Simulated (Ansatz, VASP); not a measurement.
Si: VASP beside Ansatz

The input INCAR:

```
  ALGO = Normal
  EDIFF = 1E-7
  EDIFFG = -0.04
  ENCUT = 600
  GGA = PE
  IBRION = 2
  ISIF = 3
  ISMEAR = 0
  LASPH = True
  LCHARG = False
  LREAL = False
  LWAVE = False
  NELM = 60
  NSW = 90
  PREC = Accurate
  SIGMA = 0.1
```

The input KPOINTS:

```
k-points
0
Gamma
  6 6 6
```

File POSCAR:

```
Si
1.0
    0.0000000000      2.1966428308      2.1966428308
    2.1966428308      0.0000000000      2.1966428308
    2.1966428308      2.1966428308      0.0000000000
Si
1
Direct
    0.0000000000      0.0000000000      0.0000000000
```

Input for Ansatz:

```yaml
crystal:
  lattice:
    - [0.0, 2.1966428308, 2.1966428308]
    - [2.1966428308, 0.0, 2.1966428308]
    - [2.1966428308, 2.1966428308, 0.0]
  atoms:
    - { symbol: Si, position: [0.0, 0.0, 0.0] }
basis:
  ecutwfc: 420
kpoints:
  mp_grid: { grid: [6, 6, 6] }
hamiltonian:
  xc: pbe
scf:
  occupations: { method: gaussian, width: 0.1 }
  lower_state_search: "off"
output:
  forces: true
  stress: true
  eigenvalues: true
relax:
  adjacent_minimum: "off"
  f_tol: 0.04
  max_steps: 70
  cell: { stress_tol: 0.4 }
```

Alike in both runs: task relaxation of cell and atoms; functional PBE; k mesh 6 × 6 × 6; occupations gaussian, width 0.1 eV; no spin polarisation.

|  | VASP | Ansatz |
| --- | --- | --- |
| version | VASP 6.6.1 | Ansatz 0.2.0 |
| potentials or method | VASP PAW PBE potentials, release 64 (Si) | scalar-relativistic, plane waves, PAW |
| plane-wave cutoff (eV) | 600 | 420 |
| valence electrons in the cell | 4 | 4 |

```tsv
	VASP	Ansatz	Ansatz less VASP
gap on the k mesh at the Fermi level, each at its own relaxed structure (eV)	none	none	-
relaxed volume (Å³/atom)	13.87	13.85	-0.025
relaxed cell length with the largest relative difference (Å)	2.697	2.695	-0.0016
energy change over the relaxation (meV/atom)	-490	-491	-0.5
```

A gap of «none» marks a metal or a gap that the smearing closes.

Caveats: the k mesh is coarse (spacing up to 0.41 Å⁻¹), so the values aren't converged; the volume moved by over 15 % at a fixed basis, so the end points are rough (VASP).
